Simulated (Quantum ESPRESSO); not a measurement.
KBr:

```xyz
2
Lattice="0.0000 3.3000 3.3000 3.3000 0.0000 3.3000 3.3000 3.3000 0.0000" Properties=species:S:1:pos:R:3 pbc="T T T"
Br    3.3000    3.3000    3.3000
K     0.0000    0.0000    0.0000
```

```yaml
Program: Quantum ESPRESSO 7.5
Task: single point
Functional: PBE
Potentials_or_basis: SSSP 1.3 efficiency PBE
Cutoff: 816 eV
Density_cutoff: 6531 eV
k_mesh: 7 × 7 × 7
Occupations: fermi-dirac, width 0.05 eV
Spin: no spin polarisation
```

On this cell: pressure 0.7 GPa; largest force zero by symmetry; band gap on the k mesh 4.44 eV, direct.

The same run follows on a disturbed copy (atoms moved at random, drawn with an rms of 0.05 Å):

```
Br K
1.0
     0.00000    3.30000    3.30000
     3.30000    0.00000    3.30000
     3.30000    3.30000    0.00000
Br K
1 1
Direct
  0.49814 0.50499 0.50480
  0.99673 0.01319 0.99466
```

**Question.** What does the disturbed cell give?

**Answer.** The energy moves by +0.6 meV/atom; pressure 0.7 GPa; largest force 0.055 eV/Å; band gap on the k mesh 4.44 eV, direct.

Forces on the atoms (eV/Å):
```
Br  -0.008 -0.047  0.027
K    0.008  0.047 -0.027
```

Caveats: an odd mesh through Γ misses points on the zone boundary, where band edges often lie.
